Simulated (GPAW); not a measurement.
## Work function of B/Ir(100) at several levels

How far do functional and basis move the work function of B/Ir(100)?

Calculated with GPAW 26.7.0; GPAW, PAW setups; slab in vacuum, relaxation, in the first sound run; inputs show where later runs differ.

Most raw output is cut from this account.

## (1) The starting structure

The cell holds 5 atoms: 4 Ir and 1 B. Its edges and angles: a = 2.715 Å, b = 2.715 Å, c = 20.933 Å, α = 90.0°, β = 90.0°, γ = 90.0°. Vacuum lies along c.

## (2) Relaxing the atoms

Forces are removed first; all later runs use this geometry. The lowest 2 atoms are held at bulk positions and keep their forces.

File run.py:

```python
import json
import numpy as np
from ase import Atoms
from ase.constraints import FixAtoms
from ase.optimize import BFGS
from gpaw import GPAW, PW

slab = Atoms(
    ['Ir', 'Ir', 'Ir', 'Ir', 'B'],
    positions=[
        [1.35765, 1.35765, 7.00000],
        [0.00000, 0.00000, 8.92000],
        [1.35765, 1.35765, 10.84000],
        [0.00000, 0.00000, 12.76000],
        [1.35765, 1.35765, 13.93307]],
    cell=[[2.71529, 0.0, 0.0], [0.0, 2.71529, 0.0], [0.0, 0.0, 20.93307]],
    pbc=[True, True, False])

slab.calc = GPAW(mode=PW(500), xc='PBE', kpts={'size': (12, 12, 1), 'gamma': True},
                 occupations={'name': 'fermi-dirac', 'width': 0.1}, nbands='200%',
                 convergence={'density': 1e-05}, maxiter=200,
                 poissonsolver={'dipolelayer': 'xy'},
                 symmetry={'tolerance': 1e-3, 'extra_ids': [1, 1, 0, 0, 0]}, txt='slab.txt')
result = {}
slab.set_constraint(FixAtoms([0, 1]))
path = []
opt = BFGS(slab, maxstep=0.2)
opt.attach(lambda: path.append((slab.get_potential_energy(), slab.positions.tolist(), slab.get_forces().tolist())))
result['relaxed'] = bool(opt.run(fmax=0.03, steps=40))
result['path'] = path
energy = slab.get_potential_energy()
fermi = slab.calc.get_fermi_level()
v = slab.calc.get_electrostatic_potential().mean((0, 1)) - fermi
n = slab.calc.get_pseudo_density().mean((0, 1))
L = slab.cell[2, 2]
z = np.arange(len(v)) * L / len(v)
low, high = slab.positions[:, 2].min(), slab.positions[:, 2].max()
below, above = np.interp([low - 4.8, high + 4.8], z, v)
slopes = [np.interp(x, z, np.gradient(v, z)) for x in (low - 4.8, high + 4.8)]
eps = np.array([[slab.calc.get_eigenvalues(k, s) for k in range(len(slab.calc.get_ibz_k_points()))]
                for s in range(slab.calc.get_number_of_spins())]) - fermi
top, bottom = eps[eps < 0].max(), eps[eps > 0].min()
dipole = slab.get_dipole_moment()[2]
print(f'energy {energy:.4f} eV, Fermi level {fermi:.4f} eV, dipole {dipole:.5f} e A')
print(f'potential 4.8 A off the faces, from the Fermi level: lower {below:.4f} eV, upper {above:.4f} eV')
print(f'slope of the potential there: lower {slopes[0]:.5f}, upper {slopes[1]:.5f} eV/A')
print(f'nearest levels on the mesh: {top:.4f} and {bottom:.4f} eV')
print('magnetic moment', round(slab.get_magnetic_moment(), 3))
result.update(energy=energy, fermi=fermi, dipole=dipole, below=below, above=above, slopes=slopes, edges=[top, bottom],
              z=z.tolist(), v=v.tolist(), n=n.tolist(), positions=slab.positions.tolist(),
              forces=slab.get_forces(apply_constraint=False).tolist(), moments=slab.get_magnetic_moments().tolist())
json.dump(result, open('result.json', 'w'))
```

The run is started by

```bash
OMP_NUM_THREADS=1 OPENBLAS_NUM_THREADS=1 python run.py
```

Run time: 26 min. Hardware: 1 thread of Arm Neoverse V1, shared host; peak memory 0.31 GiB.

Relaxation path:

| step | energy less that of the first step (eV) | largest force (eV/Å) |
| --- | --- | --- |
| 1 | 0.0000 | 4.0700 |
| 2 | -0.3166 | 3.1955 |
| 3 | -0.7968 | 0.6857 |
| 4 | -0.8095 | 0.4104 |
| 5 | -0.8126 | 0.3334 |
| 6 | -0.8163 | 0.0461 |
| 7 | -0.8163 | 0.0348 |
| 8 | -0.8163 | 0.0285 |

The atoms that moved most (Å):

| atom | dx | dy | dz | length |
| --- | --- | --- | --- | --- |
| Ir4 | 0.000 | 0.000 | 0.238 | 0.238 |
| B5 | 0.000 | 0.000 | -0.153 | 0.153 |
| Ir3 | 0.000 | 0.000 | -0.038 | 0.038 |

The relaxed structure:

```
Ir B
1.0
     2.71529    0.00000    0.00000
     0.00000    2.71529    0.00000
     0.00000    0.00000   20.93307
Ir B
4 1
Direct
  0.50000 0.50000 0.33440
  0.00000 0.00000 0.42612
  0.50000 0.50000 0.51601
  0.00000 0.00000 0.62092
  0.50000 0.50000 0.65828
```

This step gave:

```yaml
dipole_along_the_normal: 0.06052 e·Å
levels_nearest_the_fermi_level_on_the_mesh: -0.01878, 0.008629 eV from the Fermi level
upper_work_function: 3.961 eV
lower_work_function: 5.443 eV
```

The electrostatic potential energy of an electron (without an applied field's), less the Fermi level, planar mean by z:

z (Å), electrostatic potential energy of an electron (without an applied field's), less the Fermi level, planar mean (eV) and a bar from the least value:
```
      0.0        4.7 #############################
      0.5        5.4 ##############################
      1.0        5.4 ##############################
      1.5        5.4 ##############################
      2.0        5.4 ##############################
      2.5        5.4 ##############################
      3.0        5.4 ##############################
      3.5        5.4 ##############################
      4.0        5.4 ##############################
      4.5        5.4 ##############################
      5.0        5.1 ##############################
      5.5        4.2 #############################
      6.0        0.7 ##########################
      6.5      -11.9 ###############
      7.0      -25.8 ###
      7.5      -12.8 ##############
      8.0       -4.5 #####################
      8.5      -16.2 ###########
      9.0      -26.2 ###
      9.5      -10.9 ################
     10.0       -6.0 ####################
     10.5      -20.3 ########
     11.0      -23.4 #####
     11.5       -6.7 ###################
     12.0       -2.2 #######################
     12.5      -13.8 #############
     13.0      -29.2 
     13.5      -21.7 ######
     14.0      -10.8 ################
     14.5        0.0 #########################
     15.0        3.0 ############################
     15.5        3.7 #############################
     16.0        3.9 #############################
     16.5        3.9 #############################
     17.0        4.0 #############################
     17.5        4.0 #############################
     18.0        4.0 #############################
     18.5        4.0 #############################
     19.0        4.0 #############################
     19.5        4.0 #############################
     20.0        4.0 #############################
     20.5        4.0 #############################
```

The pseudo valence density, planar mean oscillates, so the rows of the table below give means over windows of 1.94 Å about each position, cut where the curve ends. Its maxima inside the range that stand out by 2 % of the span (Å: e/Å³): 7.0: 1.99, 8.9: 2.00, 10.9: 1.98, 13.0: 2.07. Its minima: 7.9: 0.492, 9.9: 0.515, 11.8: 0.342.

The pseudo valence density, planar mean by z; means over each step:

| z (Å) | pseudo valence density, planar mean (e/Å³) |
| --- | --- |
| 2.91 | 1.2e-4 |
| 4.85 | 0.0232 |
| 6.79 | 0.974 |
| 8.73 | 1.05 |
| 10.67 | 1.05 |
| 12.61 | 1.05 |
| 14.55 | 0.252 |
| 16.49 | 0.00174 |
| 18.43 | 6.5e-6 |

The relaxation lowered the energy of the cell by 0.816 eV (energies extrapolated to zero smearing; the optimiser's log prints free energies). The largest force left on a free atom is 0.028 eV/Å.

## (3) The slab's potential

The work function is the vacuum plateau of the electrostatic potential less the Fermi level; a dipole layer lets the two faces have plateaus of their own.

This step: GPAW, PAW setups; slab in vacuum (GPAW 26.7.0).

run.py: that of step 2 with these lines changed.

```diff
@@ -3,4 +3,2 @@
 from ase import Atoms
-from ase.constraints import FixAtoms
-from ase.optimize import BFGS
 from gpaw import GPAW, PW
@@ -12,5 +10,5 @@
         [0.00000, 0.00000, 8.92000],
-        [1.35765, 1.35765, 10.84000],
-        [0.00000, 0.00000, 12.76000],
-        [1.35765, 1.35765, 13.93307]],
+        [1.35765, 1.35765, 10.80162],
+        [-0.00000, 0.00000, 12.99774],
+        [1.35765, 1.35765, 13.77980]],
     cell=[[2.71529, 0.0, 0.0], [0.0, 2.71529, 0.0], [0.0, 0.0, 20.93307]],
@@ -22,10 +20,4 @@
                  poissonsolver={'dipolelayer': 'xy'},
-                 symmetry={'tolerance': 1e-3, 'extra_ids': [1, 1, 0, 0, 0]}, txt='slab.txt')
+                 symmetry={'tolerance': 1e-3}, txt='slab.txt')
 result = {}
-slab.set_constraint(FixAtoms([0, 1]))
-path = []
-opt = BFGS(slab, maxstep=0.2)
-opt.attach(lambda: path.append((slab.get_potential_energy(), slab.positions.tolist(), slab.get_forces().tolist())))
-result['relaxed'] = bool(opt.run(fmax=0.03, steps=40))
-result['path'] = path
 energy = slab.get_potential_energy()
```

The job ended after 3.4 min (1 thread; peak memory 0.3 GiB).

This step gave:

```
dipole along the normal                    : 0.06041 e·Å
levels nearest the Fermi level on the mesh : -0.01875, 0.008653 eV from the Fermi level
```

Electrostatic potential energy of an electron (without an applied field's), less the Fermi level, planar mean against z:

z (Å), electrostatic potential energy of an electron (without an applied field's), less the Fermi level, planar mean (eV) and a bar from the least value:
```
      0.0        4.7 #############################
      0.5        5.4 ##############################
      1.0        5.4 ##############################
      1.5        5.4 ##############################
      2.0        5.4 ##############################
      2.5        5.4 ##############################
      3.0        5.4 ##############################
      3.5        5.4 ##############################
      4.0        5.4 ##############################
      4.5        5.4 ##############################
      5.0        5.1 ##############################
      5.5        4.2 #############################
      6.0        0.7 ##########################
      6.5      -11.9 ###############
      7.0      -25.8 ###
      7.5      -12.8 ##############
      8.0       -4.5 #####################
      8.5      -16.2 ###########
      9.0      -26.2 ###
      9.5      -10.9 ################
     10.0       -6.0 ####################
     10.5      -20.3 ########
     11.0      -23.4 #####
     11.5       -6.7 ###################
     12.0       -2.2 #######################
     12.5      -13.8 #############
     13.0      -29.2 
     13.5      -21.7 ######
     14.0      -10.8 ################
     14.5        0.0 #########################
     15.0        3.0 ############################
     15.5        3.7 #############################
     16.0        3.9 #############################
     16.5        3.9 #############################
     17.0        4.0 #############################
     17.5        4.0 #############################
     18.0        4.0 #############################
     18.5        4.0 #############################
     19.0        4.0 #############################
     19.5        4.0 #############################
     20.0        4.0 #############################
     20.5        4.0 #############################
```

The pseudo valence density, planar mean oscillates, so the rows of the table below give means over windows of 1.94 Å about each position, cut where the curve ends. Its maxima inside the range that stand out by 2 % of the span (Å: e/Å³): 7.0: 1.99, 8.9: 2.00, 10.9: 1.98, 13.0: 2.07. Its minima: 7.9: 0.492, 9.9: 0.515, 11.8: 0.342.

Table of pseudo valence density, planar mean by z; means over each step:

| z (Å) | pseudo valence density, planar mean (e/Å³) |
| --- | --- |
| 2.91 | 1.2e-4 |
| 4.85 | 0.0232 |
| 6.79 | 0.974 |
| 8.73 | 1.05 |
| 10.67 | 1.05 |
| 12.61 | 1.05 |
| 14.55 | 0.252 |
| 16.49 | 0.00174 |
| 18.43 | 6.6e-6 |

Force by atom:

| atom | x (eV/Å) | y (eV/Å) | z (eV/Å) | size |
| --- | --- | --- | --- | --- |
| Ir1 | 0.000 | 0.000 | 0.625 | 0.625 |
| Ir2 | 0.000 | 0.000 | -0.674 | 0.674 |
| Ir3 | 0.000 | 0.000 | -0.003 | 0.003 |
| Ir4 | 0.000 | 0.000 | 0.025 | 0.025 |
| B5 | 0.000 | 0.000 | 0.029 | 0.029 |

The potential is flat to 4.7e-4 eV/Å where it is read, so the vacuum is wide enough.

## (4) Self-consistent run: xc = "vdW-DF2"

The same geometry under vdW-DF2, to see how far the functional moves the levels against the vacuum (the van der Waals functionals take revPBE setups).

run.py: that of step 3 with these lines changed.

```diff
@@ -16,3 +16,3 @@
 
-slab.calc = GPAW(mode=PW(500), xc='PBE', kpts={'size': (12, 12, 1), 'gamma': True},
+slab.calc = GPAW(mode=PW(500), xc='vdW-DF2', kpts={'size': (12, 12, 1), 'gamma': True},
                  occupations={'name': 'fermi-dirac', 'width': 0.1}, nbands='200%',
```

It took 4.1 min on 1 thread; peak memory 0.43 GiB.

This step gave:

| Item | Value |
| --- | --- |
| dipole along the normal | 0.06210 e·Å |
| levels nearest the Fermi level on the mesh | -0.001469, 0.01036 eV from the Fermi level |
| upper work function | 4.199 eV |
| lower work function | 5.721 eV |

Electrostatic potential energy of an electron (without an applied field's), less the Fermi level, planar mean against z:

| z (Å) | electrostatic potential energy of an electron (without an applied field's), less the Fermi level, planar mean (eV) |
| --- | --- |
| 0.0 | 4.96 |
| 0.5 | 5.72 |
| 1.0 | 5.72 |
| 1.5 | 5.72 |
| 2.0 | 5.72 |
| 2.5 | 5.72 |
| 3.0 | 5.72 |
| 3.5 | 5.71 |
| 4.0 | 5.69 |
| 4.5 | 5.61 |
| 5.0 | 5.32 |
| 5.5 | 4.31 |
| 6.0 | 0.608 |
| 6.5 | -12.0 |
| 7.0 | -26.0 |
| 7.5 | -13.1 |
| 8.0 | -4.89 |
| 8.5 | -16.5 |
| 9.0 | -26.4 |
| 9.5 | -11.2 |
| 10.0 | -6.36 |
| 10.5 | -20.5 |
| 11.0 | -23.6 |
| 11.5 | -7.01 |
| 12.0 | -2.63 |
| 12.5 | -14.1 |
| 13.0 | -29.3 |
| 13.5 | -21.7 |
| 14.0 | -10.8 |
| 14.5 | -0.00129 |
| 15.0 | 3.10 |
| 15.5 | 3.91 |
| 16.0 | 4.12 |
| 16.5 | 4.18 |
| 17.0 | 4.19 |
| 17.5 | 4.20 |
| 18.0 | 4.20 |
| 18.5 | 4.20 |
| 19.0 | 4.20 |
| 19.5 | 4.20 |
| 20.0 | 4.20 |
| 20.5 | 4.23 |

The pseudo valence density, planar mean oscillates, so the rows of the table below give means over windows of 1.94 Å about each position, cut where the curve ends. Its maxima inside the range that stand out by 2 % of the span (Å: e/Å³): 7.0: 1.99, 8.9: 2.01, 10.9: 1.98, 13.0: 2.07. Its minima: 7.9: 0.488, 9.9: 0.511, 11.8: 0.337.

Pseudo valence density, planar mean against z; means over each step:

| z (Å) | pseudo valence density, planar mean (e/Å³) |
| --- | --- |
| 2.91 | 1.7e-4 |
| 4.85 | 0.0240 |
| 6.79 | 0.974 |
| 8.73 | 1.05 |
| 10.67 | 1.05 |
| 12.61 | 1.05 |
| 14.55 | 0.252 |
| 16.49 | 0.00211 |
| 18.43 | 1.4e-5 |

Force by atom:

| atom | x (eV/Å) | y (eV/Å) | z (eV/Å) | size |
| --- | --- | --- | --- | --- |
| Ir1 | 0.000 | 0.000 | -0.916 | 0.916 |
| Ir2 | 0.000 | 0.000 | -0.715 | 0.715 |
| Ir3 | 0.000 | 0.000 | 0.366 | 0.366 |
| Ir4 | 0.000 | 0.000 | 0.763 | 0.763 |
| B5 | 0.000 | 0.000 | 0.502 | 0.502 |

The upper face's work function is 4.199 eV, against 3.961 eV in the first plane-wave PBE run at this geometry.

## (5) Self-consistent run: xc = "RPBE"

The same geometry under RPBE, to see how far the functional moves the levels against the vacuum.

run.py: that of step 4 with these lines changed.

```diff
@@ -16,3 +16,3 @@
 
-slab.calc = GPAW(mode=PW(500), xc='vdW-DF2', kpts={'size': (12, 12, 1), 'gamma': True},
+slab.calc = GPAW(mode=PW(500), xc='RPBE', kpts={'size': (12, 12, 1), 'gamma': True},
                  occupations={'name': 'fermi-dirac', 'width': 0.1}, nbands='200%',
```

Elapsed: 3.7 min, on 1 thread; peak memory 0.3 GiB.

This step gave:

* dipole along the normal: 0.05883 e·Å
* levels nearest the Fermi level on the mesh: -0.02101, 0.005904 eV from the Fermi level
* upper work function: 3.845 eV
* lower work function: 5.288 eV

The upper face's work function is 3.845 eV, against 3.961 eV in the first plane-wave PBE run at this geometry.

## (6) Self-consistent run: xc = "revPBE"

The same geometry under revPBE, to see how far the functional moves the levels against the vacuum.

run.py: that of step 5 with these lines changed.

```diff
@@ -16,3 +16,3 @@
 
-slab.calc = GPAW(mode=PW(500), xc='RPBE', kpts={'size': (12, 12, 1), 'gamma': True},
+slab.calc = GPAW(mode=PW(500), xc='revPBE', kpts={'size': (12, 12, 1), 'gamma': True},
                  occupations={'name': 'fermi-dirac', 'width': 0.1}, nbands='200%',
```

The job ended after 3.7 min (1 thread; peak memory 0.3 GiB).

Numbers from this step:

```
dipole along the normal                    : 0.05932 e·Å
levels nearest the Fermi level on the mesh : -0.02099, 0.006963 eV from the Fermi level
upper work function                        : 3.852 eV
lower work function                        : 5.307 eV
```

The upper face's work function is 3.852 eV, against 3.961 eV in the first plane-wave PBE run at this geometry.

## (7) Self-consistent run: xc = "LDA"

The same geometry under LDA, to see how far the functional moves the levels against the vacuum.

run.py: that of step 6 with these lines changed.

```diff
@@ -16,3 +16,3 @@
 
-slab.calc = GPAW(mode=PW(500), xc='revPBE', kpts={'size': (12, 12, 1), 'gamma': True},
+slab.calc = GPAW(mode=PW(500), xc='LDA', kpts={'size': (12, 12, 1), 'gamma': True},
                  occupations={'name': 'fermi-dirac', 'width': 0.1}, nbands='200%',
```

Run time: 3.3 min. Hardware: 1 thread; peak memory 0.31 GiB.

This step gave:

* dipole along the normal: 0.06385 e·Å
* levels nearest the Fermi level on the mesh: -0.002967, 0.008147 eV from the Fermi level
* upper work function: 4.229 eV
* lower work function: 5.794 eV

The upper face's work function is 4.229 eV, against 3.961 eV in the first plane-wave PBE run at this geometry.

## (8) OptPBE vdW: xc = "optPBE-vdW"

The same geometry under optPBE-vdW, to see how far the functional moves the levels against the vacuum (the van der Waals functionals take revPBE setups).

run.py: that of step 7 with these lines changed.

```diff
@@ -16,3 +16,3 @@
 
-slab.calc = GPAW(mode=PW(500), xc='LDA', kpts={'size': (12, 12, 1), 'gamma': True},
+slab.calc = GPAW(mode=PW(500), xc='optPBE-vdW', kpts={'size': (12, 12, 1), 'gamma': True},
                  occupations={'name': 'fermi-dirac', 'width': 0.1}, nbands='200%',
```

Run time: 4.1 min. Hardware: 1 thread; peak memory 0.43 GiB.

Numbers from this step:

```yaml
dipole_along_the_normal: 0.05991 e·Å
levels_nearest_the_fermi_level_on_the_mesh: -0.01795, 0.005156 eV from the Fermi level
upper_work_function: 4.134 eV
lower_work_function: 5.603 eV
```

The electrostatic potential energy of an electron (without an applied field's), less the Fermi level, planar mean oscillates, so the rows of the table below give means over windows of 1 Å about each position, cut where the curve ends. Its maxima inside the range that stand out by 2 % of the span (Å: eV): 0.7: 5.60, 7.9: -4.36, 9.9: -5.19, 11.9: -1.88. Its minima: 7.0: -25.8, 8.9: -26.7, 10.8: -26.2, 13.1: -29.1.

Table of electrostatic potential energy of an electron (without an applied field's), less the Fermi level, planar mean by z; means over each step:

| z (Å) | electrostatic potential energy of an electron (without an applied field's), less the Fermi level, planar mean (eV) |
| --- | --- |
| 0 | 5.32 |
| 1 | 5.60 |
| 2 | 5.60 |
| 3 | 5.60 |
| 4 | 5.57 |
| 5 | 5.13 |
| 6 | -0.809 |
| 7 | -20.5 |
| 8 | -8.02 |
| 9 | -21.2 |
| 10 | -9.45 |
| 11 | -19.6 |
| 12 | -4.93 |
| 13 | -24.5 |
| 14 | -10.8 |
| 15 | 2.74 |
| 16 | 4.04 |
| 17 | 4.13 |
| 18 | 4.13 |
| 19 | 4.13 |
| 20 | 4.14 |

The upper face's work function is 4.134 eV, against 3.961 eV in the first plane-wave PBE run at this geometry.

[end of part 1 of 2]

[Logs are printed without paths, hosts, clocks, repeated set-up lines and the standing remarks that a program may print on its own settings, such as how far it seeks lower states.]

[Hosts, paths, dates, database ids (printed as entryN), source tags and the programs' standing remarks are cut or masked in the printed files.]
